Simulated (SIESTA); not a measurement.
The system is Rb.

```xyz
1
Lattice="-2.9545 2.9545 2.7308 2.9545 -2.9545 2.7308 2.9545 2.9545 -2.7308" Properties=species:S:1:pos:R:3 pbc="T T T"
Rb    0.0000    0.0000    0.0000
```

This isn't the form of Rb at room conditions, which is bcc.

```yaml
Program: SIESTA 5.4.2
Task: single point
Functional: PBE
Potentials_or_basis: PseudoDojo 0.4 standard (PBE files)
Basis: DZP (energy shift 0.003 Ry; two zetas on semicore shells; d shell added on Rb)
Grid_cutoff: 500 Ry
Energy_shift: 0.003 Ry
k_mesh: 7 × 7 × 7
Occupations: fermi-dirac, width 0.05 eV
Spin: no spin polarisation
```

On this cell: pressure -0.2 GPa; band gap on the k mesh none (metal or under the smearing width).

The same run follows on a disturbed copy (cell strained at random at fixed volume):

```xyz
1
Lattice="-2.9018 2.8693 2.7765 2.9545 -2.8932 2.8594 2.9099 2.9013 -2.8024" Properties=species:S:1:pos:R:3 pbc="T T T"
Rb    0.0128   -0.0347    0.0024
```

**Question.** What changes?

**Answer.** The energy (extrapolated to zero smearing) moves by +0.8 meV/atom; pressure -0.2 GPa; band gap on the k mesh none (metal or under the smearing width).

Caveats: the basis of atomic orbitals isn't converged, which shifts pressures, moduli and gaps.
